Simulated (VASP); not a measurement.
# Ta (Pm-3n) in VASP: notebook, part 3 of 3

VASP 6.6.1.

## 6. Relaxation of cell and atoms, PBE

This run uses another cell than the first one: it holds 4 atoms, not 8.

The input, INCAR:

```
SYSTEM = Ta
  ALGO = Normal
  EDIFF = 1E-6
  EDIFFG = -0.04
  ENCUT = 600
  GGA = PE
  IBRION = 2
  ISIF = 3
  ISMEAR = 0
  LASPH = .True.
  LCHARG = .False.
  LREAL = .False.
  LWAVE = .False.
  NELM = 100
  NSW = 90
  PREC = Accurate
  SIGMA = 0.1
```

The input, KPOINTS:

```
k-points
0
Gamma
  6 6 4
  0 0 0
```

The input, POSCAR:

```
Ta
1.0
    1.6638321332     -5.2780173410      0.0000000000
    1.6638321332      5.2780173410      0.0000000000
    0.0000000000      0.0000000000      4.4033744674
Ta
4
Direct
    0.0980000000      0.9020000000      0.9100000000
    0.5980000000      0.4020000000      0.5900000000
    0.9020000000      0.0980000000      0.0900000000
    0.4020000000      0.5980000000      0.4100000000
```

Potentials or basis: VASP PAW PBE potentials, release 64 (Ta_pv).

Launch:

```bash
$ cat potpaw_PBE.64/Ta_pv/POTCAR > POTCAR
$ mpirun -np 1 vasp_std > vasp.out
```

OUTCAR:

```text
SYSTEM = Ta
   EDIFF = 1E-6
   EDIFFG = -0.04
   ENCUT = 600
   GGA = PE
   IBRION = 2
   ISIF = 3
   ISMEAR = 0
   LASPH = .True.
   LREAL = .False.
   NELM = 100
   NSW = 90
   PREC = Accurate

 ion  position               nearest neighbor table
   1  0.098  0.902  0.910-   2 2.18   2 2.18   3 2.22   2 3.43   2 3.43   4 3.45   4 3.45   4 3.45
                             4 3.45
   2  0.598  0.402  0.590-   1 2.18   1 2.18   4 2.22   1 3.43   1 3.43   3 3.45   3 3.45   3 3.45
                             3 3.45
   3  0.902  0.098  0.090-   4 2.18   4 2.18   1 2.22   4 3.43   4 3.43   2 3.45   2 3.45   2 3.45
                             2 3.45
   4  0.402  0.598  0.410-   3 2.18   3 2.18   2 2.22   3 3.43   3 3.43   1 3.45   1 3.45   1 3.45
                             1 3.45

  LATTYP: Found a base centered orthorhombic cell.
 ALAT       =     3.3276642664
 B/A-ratio  =     3.1722054381
 C/A-ratio  =     1.3232628399

  Lattice vectors:
[... 197 lines left out ...]
  in kB      749.1891929    545.9219539    646.1670303      0.0000000     -0.0000000      0.0000000
  external PRESSURE =     647.0927257 kB  Pullay stress =       0.0000000 kB
[... 2211 lines left out ...]
     25       3.9379      0.00000
     26       5.0674      0.00000

 [... further k-points ...]

[... ionic steps 4 to 17 ...]

--------------------------------------- Ionic step       18  -------------------------------------------

 number of electron      44.0000008 magnetization

------------------------ aborting loop because EDIFF is reached ----------------------------------------
[... 71 lines left out ...]
--------------------------------------- Ionic step       20  -------------------------------------------

 number of electron      44.0000011 magnetization

 Free energy of the ion-electron system (eV)
  ---------------------------------------------------
  ext. energy  EPLUGINS =         0.00000000
  ---------------------------------------------------
  free energy    TOTEN  =       -45.67410149 eV

  energy without entropy =      -45.65949931  energy(sigma->0) =      -45.66680040

 E-fermi :   5.4580     XC(G=0): -12.2575

 val. band max:        5.4528608823   @ k =   0.5000   0.5000   0.0000
 cond. band min:       5.4696500931   @ k =  -0.3333   0.3333   0.0000
 fundamental gap:      0.0167892107
 Fermi energy:         5.4579682033
[... 727 lines left out ...]
  FREE ENERGIE OF THE ION-ELECTRON SYSTEM (eV)
  ---------------------------------------------------
  free  energy   TOTEN  =       -45.6741014869 eV

  energy  without entropy=      -45.6594993052  energy(sigma->0) =      -45.66680040

 reached required accuracy - stopping structural energy minimisation
```

OSZICAR:

```text
N       E                     dE             d eps       ncg     rms          rms(c)
DAV:   1     0.471145883713E+03    0.47115E+03   -0.27648E+04  2028   0.194E+03
DAV:   2    -0.100410578550E+02   -0.48119E+03   -0.47525E+03  2272   0.525E+02
DAV:   3    -0.313625360027E+02   -0.21321E+02   -0.20217E+02  2670   0.897E+01
DAV:   4    -0.321722815943E+02   -0.80975E+00   -0.77786E+00  2534   0.139E+01
[... 216 lines left out ...]
DAV:   1    -0.456748307585E+02   -0.11470E-02   -0.14036E-01  2028   0.294E+00    0.216E-01
DAV:   2    -0.456743938982E+02    0.43686E-03   -0.71523E-03  2240   0.656E-01    0.965E-02
DAV:   3    -0.456741035705E+02    0.29033E-03   -0.11476E-03  2430   0.232E-01    0.365E-02
DAV:   4    -0.456741021454E+02    0.14251E-05   -0.80963E-05  2334   0.554E-02    0.263E-02
DAV:   5    -0.456741014869E+02    0.65854E-06   -0.83862E-06  2656   0.168E-02
  20 F= -.45674101E+02 E0= -.45666800E+02  d E =-.417424E-03
```

CONTCAR:

```text
Ta
   1.00000000000000
     1.5053954244498828   -5.1885683273876202    0.0000000000000000
     1.5053954244498828    5.1885683273876202   -0.0000000000000000
     0.0000000000000000    0.0000000000000000    4.9047602482229351
  Ta
     4
Direct
     0.1335704218706077    0.8664295781293923    0.9999533935608526
     0.6335704218706077    0.3664295781293925    0.5000466064391476
     0.8664295781293923    0.1335704218706077    0.0000466064391473
     0.3664295781293925    0.6335704218706077    0.4999533935608525

  0.00000000E+00  0.00000000E+00  0.00000000E+00
  0.00000000E+00  0.00000000E+00  0.00000000E+00
  0.00000000E+00  0.00000000E+00  0.00000000E+00
  0.00000000E+00  0.00000000E+00  0.00000000E+00
```

It took 11 min on 1 thread of Intel Xeon 6975P-C (Granite Rapids), shared host; peak memory 0.34 GiB.

What came out:

```yaml
Free_energy: -45.6741 eV
Relaxed_volume: 19.16 Å³/atom
Relaxed_cell: a = 5.403 Å, b = 5.403 Å, c = 4.905 Å, α = 90.00°, β = 90.00°, γ = 147.64°
Space_group_after_relaxing_to_0.05_Å: Fmmm (No. 69)
Energy_gained_by_relaxing: 3823.7 meV/atom
Ionic_steps: 20
Pressure_after_relaxing: 0.0 GPa
Largest_force_after_relaxing: 0.009 eV/Å
Band_gap_on_the_k_mesh: none (metal or under the smearing width)
```

Forces on the atoms (eV/Å):
```
Ta   0.000  0.008  0.004
Ta   0.000  0.008 -0.004
Ta   0.000 -0.008 -0.004
Ta   0.000 -0.008  0.004
```

Stress tensor (GPa, compression positive):
```
-0.11  0.00  0.00
 0.00  0.09  0.00
 0.00  0.00  0.07
```

The path:
```tsv
step	energy change (eV)	largest force (eV/Å)	pressure (GPa)	volume (Å³)
1	0.0000	12.6656	64.71	77.34
2	4.6766	0.8279	-20.38	201.43
3	-1.6242	0.2808	-26.95	157.72
4	-6.9471	0.4194	-27.73	128.35
5	-10.2359	3.1939	-12.15	100.72
6	-10.2327	3.4514	-10.74	99.61
7	-13.7063	2.5738	-11.07	85.42
8	19.7694	29.2466	341.64	49.02
9	-13.8776	2.8617	-6.59	82.55
10	-12.6779	3.9567	50.04	64.82
11	-14.7048	2.0686	0.31	77.02
12	-14.8380	0.4045	13.31	71.91
13	-14.9016	1.0573	7.81	73.67
14	-15.0713	1.2925	-1.99	78.70
15	-15.2220	0.6263	0.77	76.46
16	-15.2890	0.1457	-1.78	77.31
17	-15.2894	0.1340	-1.60	77.25
18	-15.2837	0.1057	2.81	75.48
19	-15.2945	0.0505	0.14	76.52
20	-15.2949	0.0089	0.01	76.62
```

Final structure:
```xyz
4
Lattice="1.5054 -5.1886 0.0000 1.5054 5.1886 0.0000 0.0000 0.0000 4.9048" Properties=species:S:1:pos:R:3 pbc="T T T"
Ta    1.5054    3.8025    4.9045
Ta    1.5054   -1.3861    2.4526
Ta    1.5054   -3.8025    0.0002
Ta    1.5054    1.3861    2.4522
```

## 7. Overview

| task | cell | k mesh | cutoff (eV) | mesh quality | gap on the mesh (eV) | pressure (GPa) | relaxed volume (Å³/atom) |
| --- | --- | --- | --- | --- | --- | --- | --- |
| single point | Pm-3n, 18.74 Å³/atom | 4 × 4 × 4 | 520 | not flagged | none | 0.6 | - |
| single point | Pm-3n, 18.74 Å³/atom | 8 × 8 × 8 | 520 | not flagged | none | 0.0 | - |
| single point | P6_3/mmc, 18.75 Å³/atom | 6 × 6 × 2 | 520 | coarse | none | 0.0 | - |
| relaxation of cell and atoms | relaxed | 6 × 6 × 2 | 600 | coarse | none | 0.0 | 18.76 |
| relaxation of cell and atoms | relaxed | 6 × 6 × 4 | 600 | not flagged | none | 0.0 | 19.16 |

Alike in all rows: level PBE; potentials or basis VASP PAW PBE potentials, release 64 (Ta_pv); no spin polarisation; smearing gaussian 0.1 eV.

Caveats: some runs use coarse meshes.

Total energies depend on the potentials used, so only differences within one code and one set of settings carry meaning.
